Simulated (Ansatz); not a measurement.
**Computed properties of BN**

```
B N
1.0
     2.50399    0.00000    0.00000
    -1.25200    2.16852    0.00000
     0.00000    0.00000    6.66120
B N
2 2
Direct
  0.33333 0.66667 0.25000
  0.66667 0.33333 0.75000
  0.33333 0.66667 0.75000
  0.66667 0.33333 0.25000
```

Atom numbers follow the list: B1, B2, N3, N4.

Conventional cell: a = 2.504 Å, b = 2.504 Å, c = 6.661 Å, α = 90.00°, β = 90.00°, γ = 120.00°. Around B (atom 1) lie 3 N at 1.45 Å. N (atom 3) has 3 B at 1.45 Å as nearest neighbours.

The cell is COD entry 9008997, as deposited and not checked against the literature; nothing was relaxed.

Methods: DFT, PBEsol, all-electron LAPW, scalar-relativistic (Ansatz 0.2.0); DFT, PBEsol, PAW with Ansatz's default frozen-core files, scalar-relativistic (Ansatz 0.2.0); DFT, PBEsol, all-electron PAW with datasets made for the crystal, scalar-relativistic (Ansatz 0.2.0).

For LAPW: a Γ-centred 11×11×4 k mesh, Fermi–Dirac smearing of 0.02 eV, basis error target 1 meV/atom, no spin polarisation. PAW takes a cutoff of 420 eV at this cell (files made with PBE, cores remade for this functional). The crystal-made all-electron datasets (AE datasets) take a cutoff of 580 eV at this cell. The Ansatz runs share mesh, smearing and spin set-up. Values come from LAPW unless marked.

```yaml
Bader_charges_from_the_PAW_run: B1 +2.22, N3 -2.22 e
Smallest_direct_gap_on_the_path: 4.59 eV
Pressure_at_this_cell: 0.41 GPa
Löwdin_charges_with_0.11_e_of_the_cell_spilling_out_of_the_atomic_basis_so_their_sizes_and_signs_hang_on_that_basis: B1 0.42, N3 -0.37 e
Band_gap: 4.14 eV, indirect from the line K (0.333, 0.333, 0)–Γ to M (0.5, 0, 0)
Volume_per_atom: 9.04 Å³
```

(1) Predict this quantity. Field gradients Vzz (crystal-made datasets).

(2) Give the computed value. Stress xx, yy, zz (compression positive).

Answers

(1) B1 2.86 (η = 0.00), N3 0.05 (η = 0.00) in 10²¹ V/m².

(2) 0.19, 0.19, 0.86 GPa.
